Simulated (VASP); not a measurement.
# SnTe: kinetic-energy density

SnTe, Fm-3m (no. 225), 2 atoms in the cell. PBE; PAW potentials Te, Sn_d (PBE set).

## Input

INCAR:
```
  PREC = Accurate
  ENCUT = 520
  EDIFF = 1E-7
  ISMEAR = 0
  SIGMA = 0.02
  LREAL = F
  LASPH = T
  ALGO = Normal
  NELM = 100
  ISIF = 2
  LWAVE = F
  LCHARG = T
  LTAU = T
```

KPOINTS:
```
k-points
0
Gamma
  6 6 6
```

POSCAR:
```
SnTe
1.0
    0.0000000000      3.1508500000      3.1508500000
    3.1508500000      0.0000000000      3.1508500000
    3.1508500000      3.1508500000      0.0000000000
Te Sn
1 1
Direct
    0.5000000000      0.5000000000      0.5000000000
    0.0000000000      0.0000000000      0.0000000000
```

Commands:
```
cat potpaw_PBE.64/Te/POTCAR potpaw_PBE.64/Sn_d/POTCAR > POTCAR
mpirun -np 1 vasp_std > vasp.out
```

## Result

- Kinetic energy of the pseudo orbitals (eV): 216.53

VASP 6.6.1 took 15 s on 1 core (Intel Xeon Platinum 8488C (Sapphire Rapids)), a shared host.
